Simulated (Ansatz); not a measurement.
TaAs:

```
CELL_PARAMETERS angstrom
-1.72181 1.72181 5.86794
1.72181 -1.72181 5.86794
1.72181 1.72181 -5.86794
ATOMIC_POSITIONS crystal
Ta 0.49997 0.49997 0.00000
Ta 0.24997 0.74997 0.50000
As 0.08263 0.08263 0.00000
As 0.83263 0.33263 0.50000
```

The cell is a database's computed one.

Base run:

```yaml
Program: Ansatz 0.2.0
Functional: LDA
Potentials_or_basis: Ansatz PAW
Cutoff: "420 eV (not typed: the program's choice for these potentials)"
k_mesh: 11 × 11 × 11
Occupations: fermi-dirac, width 0.05 eV
Spin: no spin polarisation
Hubbard_terms: Ta d U = 1 eV
```

Its results: band gap on the k mesh none (metal or under the smearing width); pressure -7.1 GPa; largest force 0.015 eV/Å.

Task: After a change of settings the same cell gave: band gap on the k mesh none (metal or under the smearing width); pressure -6.5 GPa; largest force 0.013 eV/Å. Which change was it?
A. hubbard terms from Ta d U = 1 eV to Ta d U = 2 eV
B. hubbard terms from Ta d U = 1 eV to Ta d U = 4 eV
C. hubbard terms from Ta d U = 1 eV to none; hubbard projectors from ortho-atomic (the default) to none

Result: A.

Caveats: spin-orbit coupling is left out, which moves the levels of the heavy elements; U without spin polarisation on a metal has little footing; the PAW data sets come from PBE, with cores solved anew for the run's functional, which leaves a small shift of forces and pressure; the U is typed as a test and isn't derived for this compound.
